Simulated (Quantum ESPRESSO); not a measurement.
The system is GaN.

```xyz
2
Lattice="0.0000 2.2535 2.2535 2.2535 0.0000 2.2535 2.2535 2.2535 0.0000" Properties=species:S:1:pos:R:3 pbc="T T T"
Ga    0.0000    0.0000    0.0000
N     1.1268    1.1268    1.1268
```

The cell is a database's computed one.

* Program: Quantum ESPRESSO 7.5
* Task: phonons
* Functional: PBE
* Dispersion: D2
* Potentials or basis: PseudoDojo 0.4.1 SR PBE standard
* Cutoff: 1143 eV
* Density cutoff: 4572 eV
* k mesh: 8 × 8 × 8, shifted
* Occupations: fermi-dirac, width 0.05 eV
* Spin: no spin polarisation
* Mixing beta: 0.5
* Most SCF iterations: 120
* SCF threshold: 4e-10 Ry

The cell and the atoms were relaxed first, to 11.65 Å³/atom (a = 3.206 Å, b = 3.206 Å, c = 3.206 Å, α = 60.00°, β = 60.00°, γ = 60.00°), and the response was taken there.

The first run showed a gap, so the response started from a second, tighter run with fixed occupations.

Q: Where do the zone-centre optical modes lie?

A: T2 at 523 cm⁻¹ (IR and Raman). Polar modes are given without the macroscopic field (transverse values).

Optical modes at Γ, degenerate ones joined, polar ones without the macroscopic field:
```
cm⁻¹  components  symmetry     active in  IR intensity, summed ((D/Å)²/amu)
 523           3        T2  IR and Raman                              43.02
```

Zone-centre frequencies without and with the macroscopic field along z (cm⁻¹):
```
                optical modes in rising order
       without                    523 523 523
with the field                    523 523 700
```

Born effective charge tensors (e):
atom 1, Ga
```
2.69 0.00 0.00
0.00 2.69 0.00
0.00 0.00 2.69
```
atom 2, N
```
-2.69  0.00  0.00
 0.00 -2.69  0.00
 0.00  0.00 -2.69
```
